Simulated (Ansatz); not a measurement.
Space group P6_3/mmc (No. 194). a = 5.688 Å, b = 5.688 Å, c = 4.608 Å, α = 90.00°, β = 90.00°, γ = 120.00°
| atom | site | symmetry | x | y | z |
| --- | --- | --- | --- | --- | --- |
| Ti | 6h | mm2 | 0.8303 | 0.1697 | 0.2500 |
| Al | 2c | -6m2 | 0.3333 | 0.6667 | 0.2500 |

Equation of state of this Ti$_{3}$Al structure (not necessarily the ground state), with shape and atoms relaxed at each volume where symmetry leaves them free. It has no gap at any of these volumes. The calculation used DFT PBEsol, scalar-relativistic, plane waves, PAW (Ansatz).

Settings: cutoff 420 eV, Γ-centred mesh 6×6×8 on the computed 8-atom cell, Gaussian smearing of 0.10 eV; no spin polarisation.

```
V (Å³/atom) E − E(largest V) (meV/atom) P (GPa)
     14.200                        54.45    19.65
     14.684                         4.38    13.64
     15.169                       -28.75     8.43
     15.653                       -47.20     3.92
     16.137                       -52.93     0.00
     16.621                       -47.62    -3.41
     17.105                       -32.69    -6.37
     17.750                         0.00    -9.72
```

**Question.** Fit a third-order Birch–Murnaghan equation to E(V).

**Answer.** V0 = 16.13 Å³/atom, B0 = 122 GPa, B0' = 3.7.